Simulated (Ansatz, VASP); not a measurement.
**One calculation of Al, two programs**

Contents of INCAR:

```
PREC = Accurate
ENCUT = 520
EDIFF = 1E-6
ISMEAR = 0
SIGMA = 0.15
LREAL = False
LASPH = True
NELM = 60
ALGO = Normal
ISIF = 2
LWAVE = False
LCHARG = False
GGA = PS
NBANDS = 8
```

The input KPOINTS:

```
regular mesh
0
Gamma
  20 20 20
```

The input POSCAR:

```
Al
1.0
    0.0000000000      2.0239800000      1.9329009000
    2.0239800000      0.0000000000      1.9329009000
    2.0239800000      2.0239800000      0.0000000000
Al
1
Direct
    0.0000000000      0.0000000000      0.0000000000
```

Input for Ansatz:

```yaml
crystal:
  lattice:
    - [0.0, 2.02398, 1.9329009]
    - [2.02398, 0.0, 1.9329009]
    - [2.02398, 2.02398, 0.0]
  atoms:
    - { symbol: Al, position: [0.0, 0.0, 0.0] }
basis:
  ecutwfc: 420
kpoints:
  mp_grid: { grid: [20, 20, 20] }
hamiltonian:
  xc: pbesol
scf:
  occupations: { method: gaussian, width: 0.15 }
output:
  forces: true
  stress: true
  eigenvalues: true
```

Change from the starting cell: strain -0.0450 x Voigt [0, 0, 1, 0, 0, 0], atoms carried along.

Alike in both runs: task single point; functional PBEsol; k mesh 20 × 20 × 20; occupations gaussian, width 0.15 eV; no spin polarisation.

|  | VASP | Ansatz |
| --- | --- | --- |
| version | VASP 6.6.1 | Ansatz 0.2.0 |
| potentials or method | VASP PAW PBE potentials, release 64 (Al) | scalar-relativistic, plane waves, PAW |
| plane-wave cutoff (eV) | 520 | 420 |
| valence electrons in the cell | 3 | 3 |

Ansatz gave:

| Item | Value |
| --- | --- |
| gap on the k mesh at the Fermi level (eV) | none |
| pressure (GPa) | 2.0 |
| largest component of the traceless stress (GPa) | 1.81 |

**Question.** Which values does VASP return?

**Answer.** gap on the k mesh at the Fermi level (eV): none; pressure (GPa): 2.1; largest component of the traceless stress (GPa): 1.82.

A gap of «none» marks a metal or a gap that the smearing closes. With one functional, cell and mesh, what is left measures potentials, basis and numerics.

Caveats: the PAW data sets were made with another functional, which shifts forces and pressure a little (VASP).
